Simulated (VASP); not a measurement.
# Tl (P6_3/mmc) in VASP: notebook

Runs on Tl. Level: PBEsol. Tasks: single point.

All numbers are computed with VASP 6.6.1; they aren't measurements. Logs are shortened: lines on timing, memory, paths and dates and some standing lists are left out, and cuts for length are marked.

**1. Starting point**

The structure is hexagonal, space group P6_3/mmc (No. 194). The conventional cell has a = 3.456 Å, b = 3.456 Å, c = 5.525 Å, α = 90.00°, β = 90.00°, γ = 120.00°. Tl (site symmetry -6m2) has 12 Tl at 3.41 to 3.46 Å as nearest neighbours.

**2. Single point, PBEsol**

Input file INCAR:

```
PREC = Accurate ; ENCUT = 250
EDIFF = 1E-6 ; ISMEAR = 1
SIGMA = 0.1 ; LREAL = False
LASPH = True ; NELM = 100
ALGO = Normal ; ISIF = 2
LWAVE = False ; LCHARG = False
GGA = PS ; NBANDS = 20
ADDGRID = False
```

Input file KPOINTS:

```
regular mesh
0
Gamma
  13 13 7
```

Input file POSCAR:

```
Tl
1.0
    3.4560000000      0.0000000000      0.0000000000
   -1.7280000000      2.9929837955      0.0000000000
    0.0000000000      0.0000000000      5.5250000000
Tl
2
Direct
    0.6666666667      0.3333333333      0.7500000000
    0.3333333333      0.6666666667      0.2500000000
```

Potentials or basis: VASP PAW PBE potentials, release 64 (Tl_d).

Launch:

```sh
$ cat potpaw_PBE.64/Tl_d/POTCAR > POTCAR
$ mpirun -np 1 vasp_std > vasp.out
```

OUTCAR:

```text
PREC = Accurate
   ENCUT = 250
   EDIFF = 1E-6
   ISMEAR = 1
   LREAL = False
   LASPH = True
   NELM = 100
   ISIF = 2
   GGA = PS

 Found     84 irreducible k-points:

 Following reciprocal coordinates:
            Coordinates               Weight
  0.000000  0.000000  0.000000      1.000000
  0.076923  0.000000  0.000000      6.000000
  0.153846  0.000000  0.000000      6.000000
  0.230769  0.000000  0.000000      6.000000
  0.307692  0.000000  0.000000      6.000000
  0.384615 -0.000000  0.000000      6.000000
   k-points           NKPTS =     84   k-points in BZ     NKDIM =     84   number of bands    NBANDS=     20
   number of dos      NEDOS =    301   number of ions     NIONS =      2
   total plane-waves  NPLWV =   9072
   dimension x,y,z NGX =    18 NGY =   18 NGZ =   28
   dimension x,y,z NGXF=    36 NGYF=   36 NGZF=   56
   ions per type =               2
   NGX,Y,Z   is equivalent  to a cutoff of   8.66,  8.66,  8.43 a.u.
   NGXF,Y,Z  is equivalent  to a cutoff of  17.32, 17.32, 16.85 a.u.
 SYSTEM =  unknown system
   PREC   = accura    normal or accurate (medium, high low for compatibility)
   ISTART =      0    job   : 0-new  1-cont  2-samecut
   ICHARG =      2    charge: 1-file 2-atom 10-const
   ISPIN  =      1    spin polarized calculation?
   LNONCOLLINEAR =      F non collinear calculations
   LSORBIT =      F    spin-orbit coupling
   LASPH  =      T    aspherical Exc in radial PAW
   ENCUT  =  250.0 eV  18.37 Ry    4.29 a.u.   4.46  4.46  7.12*2*pi/ulx,y,z
   NELM   =    100;   NELMIN=  2; NELMDL= -5     # of ELM steps
   EDIFF  = 0.1E-05   stopping-criterion for ELM
   LREAL  =      F    real-space projection
   EDIFFG = 0.1E-04   stopping-criterion for IOM
   NSW    =      0    number of steps for IOM
   IBRION =     -1    ionic relax: 0-MD 1-quasi-New 2-CG
   NFREE  =      0    steps in history (QN), initial steepest desc. (CG)
   ISIF   =      2    stress and relaxation
   ISYM   =      2    0-nonsym 1-usesym 2-fastsym
   POTIM  = 0.5000    time-step for ionic-motion
   TEBEG  =    0.0;   TEEND  =   0.0 temperature during run
   PSTRESS=    0.0 pullay stress
   NELECT =      26.0000    total number of electrons
   NUPDOWN=      -1.0000    fix difference up-down
   EMIN   =  10.00;   EMAX   =-10.00  energy-range for DOS
   EFERMI =   0.00;   METHOD = LEGACY
   ISMEAR =     1;   SIGMA  =   0.10  broadening in eV -4-tet -1-fermi 0-gaus
   EFERMI_NEDOS =   21; number of points for ismear=-14 and -15
   IALGO  =     38    algorithm
   IMIX   =      4    mixing-type and parameters
     AMIX     =   0.40;   BMIX     =  1.00
     AMIX_MAG =   1.60;   BMIX_MAG =  1.00
  volume/ion in A,a.u.               =      28.57       192.83
  Fermi-wavevector in a.u.,A,eV,Ry     =   1.259107  2.379366 21.569987  1.585349
  Thomas-Fermi vector in A             =   2.392683
   LORBIT       =      0    0 simple, 1 ext, 2 COOP (PROOUT), +10 PAW based schemes
   GGA     = PS    functional components
   LHFCALC =     F    Hartree Fock is set to
   AEXX    =    0.0000 exact exchange contribution
   IVDW    =     0    specifies the selected vdW correction
   LEPSILON=     F    determine dielectric tensor
   LRPA    =     F    only Hartree local field effects (RPA)
 non-spin polarized calculation
 Methfessel and Paxton  Order N= 1 SIGMA  =   0.10
  energy-cutoff  :      250.00
  volume of cell :       57.15
 maximum number of plane-waves:       537
 NGX is ok and might be reduce to    18
   NGX =  9   NGY =  9   NGZ = 15

 number of electron      25.9999938 magnetization

 Free energy of the ion-electron system (eV)
  ---------------------------------------------------
  ext. energy  EPLUGINS =         0.00000000
  ---------------------------------------------------
  free energy    TOTEN  =        -5.27884835 eV

  energy without entropy =       -5.27948816  energy(sigma->0) =       -5.27906162

 E-fermi :   6.3936     XC(G=0): -10.3700

 val. band max:        6.3259831763   @ k =   0.3846   0.0769   0.2857
 cond. band min:       6.4050230921   @ k =   0.3077   0.0000   0.2857
 fundamental gap:      0.0790399158
 Fermi energy:         6.3936434098

 k-point     1 :       0.0000    0.0000    0.0000
  band No.  band energies     occupation
      1      -5.3363      2.00000
      2      -5.0994      2.00000
      3      -5.0765      2.00000
      4      -5.0765      2.00000
      5      -5.0224      2.00000
      6      -5.0224      2.00000
[... 12 lines left out ...]
     19      17.2070      0.00000
     20      17.3020      0.00000

 k-point     2 :       0.0769    0.0000    0.0000
  band No.  band energies     occupation
      1      -5.3154      2.00000
      2      -5.1254      2.00000
      3      -5.0508      2.00000
      4      -5.0455      2.00000
      5      -5.0239      2.00000
      6      -4.9984      2.00000
[... 12 lines left out ...]
     19      17.3278      0.00000
     20      17.8003      0.00000

 k-point     3 :       0.1538    0.0000    0.0000
  band No.  band energies     occupation
      1      -5.2856      2.00000
      2      -5.1426      2.00000
      3      -5.0415      2.00000
      4      -5.0200      2.00000
      5      -5.0033      2.00000
      6      -4.9795      2.00000
[... 12 lines left out ...]
     19      16.8166      0.00000
     20      18.3221      0.00000

 k-point     4 :       0.2308    0.0000    0.0000
  band No.  band energies     occupation
      1      -5.3140      2.00000
      2      -5.1296      2.00000
      3      -5.0922      2.00000
      4      -5.0435      2.00000
      5      -5.0350      2.00000
      6      -4.8960      2.00000
[... 12 lines left out ...]
     19      16.2395      0.00000
     20      17.5629      0.00000

 k-point     5 :       0.3077    0.0000    0.0000
  band No.  band energies     occupation
      1      -5.3707      2.00000
      2      -5.1773      2.00000
      3      -5.1588      2.00000
      4      -5.0828      2.00000
      5      -4.9775      2.00000
      6      -4.8421      2.00000
[... 12 lines left out ...]
     19      15.5204      0.00000
     20      16.8864      0.00000

 k-point     6 :       0.3846   -0.0000    0.0000
  band No.  band energies     occupation
      1      -5.4204      2.00000
      2      -5.2515      2.00000
      3      -5.1961      2.00000
      4      -5.1136      2.00000
      5      -4.9256      2.00000
      6      -4.8835      2.00000
[... 12 lines left out ...]
     19      14.9502      0.00000
     20      16.4275      0.00000

 [... further k-points ...]
[... 5 lines left out ...]
  --------------------------------------------------------------------------------------
  -------------------------------------------------------------------------------------
  Total        0.0224989      0.0224989     -0.4326812      0.0000000      0.0000000      0.0000000
  in kB        0.6307555      0.6307555    -12.1302079      0.0000000      0.0000000      0.0000000
  external PRESSURE =      -3.6228990 kB  Pullay stress =       0.0000000 kB

 VOLUME and BASIS-vectors are now :
 -----------------------------------------------------------------------------
  energy-cutoff  :      250.00
  volume of cell :       57.15
      direct lattice vectors                 reciprocal lattice vectors
     3.456000000  0.000000000  0.000000000     0.289351852  0.167057370  0.000000000
    -1.728000000  2.992983795  0.000000000     0.000000000  0.334114739  0.000000000
     0.000000000  0.000000000  5.525000000     0.000000000  0.000000000  0.180995475

 POSITION                                       TOTAL-FORCE (eV/Angst)
 -----------------------------------------------------------------------------------
      1.72800      0.99766      4.14375         0.000000     -0.000000      0.000000
     -0.00000      1.99532      1.38125        -0.000000      0.000000      0.000000
 -----------------------------------------------------------------------------------
    total drift:                               -0.000000      0.000000     -0.000000

  FREE ENERGIE OF THE ION-ELECTRON SYSTEM (eV)
  ---------------------------------------------------
  free  energy   TOTEN  =        -5.2788483467 eV

  energy  without entropy=       -5.2794881559  energy(sigma->0) =       -5.27906162
```

Wall time 12 s (1 thread of AMD EPYC 9R45 (Zen 5), shared host); peak memory 0.11 GiB.

These settings aren't checked as converged: the numbers below hold their error.

Results:

- Free energy: -5.2788 eV
- Band gap on the k mesh: none (metal or under the smearing width)

Caveat: the cutoff is under 1.25 times the usual one of these potentials, so pressure, stress and relaxed cells hold a basis-set (Pulay) error; the PAW data sets were made with another functional, which shifts forces and pressure a little.

**3. Single point, PBEsol**

Changes to INCAR since step 2:

```diff
@@ -1,2 +1,2 @@
-PREC = Accurate ; ENCUT = 250
+PREC = Accurate ; ENCUT = 350
 EDIFF = 1E-6 ; ISMEAR = 1
```

KPOINTS is that of step 2.

POSCAR is that of step 2.

Potentials or basis: VASP PAW PBE potentials, release 64 (Tl_d).

Launch:

```sh
$ cat potpaw_PBE.64/Tl_d/POTCAR > POTCAR
$ mpirun -np 1 vasp_std > vasp.out
```

Run time: 23 s. Hardware: 1 thread of AMD EPYC 9R45 (Zen 5), shared host; peak memory 0.14 GiB.

These settings aren't checked as converged: the numbers below hold their error.

What came out:

```yaml
Free_energy: -5.2624 eV
Pressure: -0.5 GPa
Band_gap_on_the_k_mesh: none (metal or under the smearing width)
```

Caveat: the PAW data sets were made with another functional, which shifts forces and pressure a little.

**4. Single point, PBEsol**

Changes to INCAR since step 3:

```diff
@@ -1,2 +1,2 @@
-PREC = Accurate ; ENCUT = 350
+PREC = Accurate ; ENCUT = 400
 EDIFF = 1E-6 ; ISMEAR = 1
```

KPOINTS is that of step 3.

POSCAR is that of step 3.

Potentials or basis: VASP PAW PBE potentials, release 64 (Tl_d).

Launch:

```sh
$ cat potpaw_PBE.64/Tl_d/POTCAR > POTCAR
$ mpirun -np 1 vasp_std > vasp.out
```

OUTCAR:

```text
PREC = Accurate
   ENCUT = 400
   EDIFF = 1E-6
   ISMEAR = 1
   LREAL = False
   LASPH = True
   NELM = 100
   ISIF = 2
   GGA = PS

 Found     84 irreducible k-points:

 Following reciprocal coordinates:
            Coordinates               Weight
  0.000000  0.000000  0.000000      1.000000
  0.076923  0.000000  0.000000      6.000000
  0.153846  0.000000  0.000000      6.000000
  0.230769  0.000000  0.000000      6.000000
  0.307692  0.000000  0.000000      6.000000
  0.384615 -0.000000  0.000000      6.000000
[... 80 lines left out ...]
      4      -5.0989      2.00000
      5      -5.0448      2.00000
      6      -5.0448      2.00000
[... 127 lines left out ...]
     19      14.9550      0.00000
     20      16.4248      0.00000

 [... further k-points ...]
[... 5 lines left out ...]
  --------------------------------------------------------------------------------------
  -------------------------------------------------------------------------------------
  Total        0.1325663      0.1325663     -0.3297975      0.0000000      0.0000000      0.0000000
  in kB        3.7164937      3.7164937     -9.2458657      0.0000000      0.0000000      0.0000000
  external PRESSURE =      -0.6042928 kB  Pullay stress =       0.0000000 kB

 VOLUME and BASIS-vectors are now :
 -----------------------------------------------------------------------------
  energy-cutoff  :      400.00
  volume of cell :       57.15
      direct lattice vectors                 reciprocal lattice vectors
     3.456000000  0.000000000  0.000000000     0.289351852  0.167057370  0.000000000
    -1.728000000  2.992983795  0.000000000     0.000000000  0.334114739  0.000000000
     0.000000000  0.000000000  5.525000000     0.000000000  0.000000000  0.180995475

 POSITION                                       TOTAL-FORCE (eV/Angst)
 -----------------------------------------------------------------------------------
      1.72800      0.99766      4.14375         0.000000      0.000000      0.000000
     -0.00000      1.99532      1.38125        -0.000000     -0.000000      0.000000
 -----------------------------------------------------------------------------------
    total drift:                               -0.000000      0.000000     -0.000000

  FREE ENERGIE OF THE ION-ELECTRON SYSTEM (eV)
  ---------------------------------------------------
  free  energy   TOTEN  =        -5.2631453334 eV

  energy  without entropy=       -5.2637684050  energy(sigma->0) =       -5.26335302
```

Wall time 28 s (1 thread of AMD EPYC 9R45 (Zen 5), shared host); peak memory 0.15 GiB.

The run converged, but some of its settings lie outside the range that counts as converged, so its numbers aren't taken as properties of the crystal.

Results:

- Free energy: -5.2631 eV
- Pressure: -0.1 GPa
- Band gap on the k mesh: none (metal or under the smearing width)

Caveat: the PAW data sets were made with another functional, which shifts forces and pressure a little.
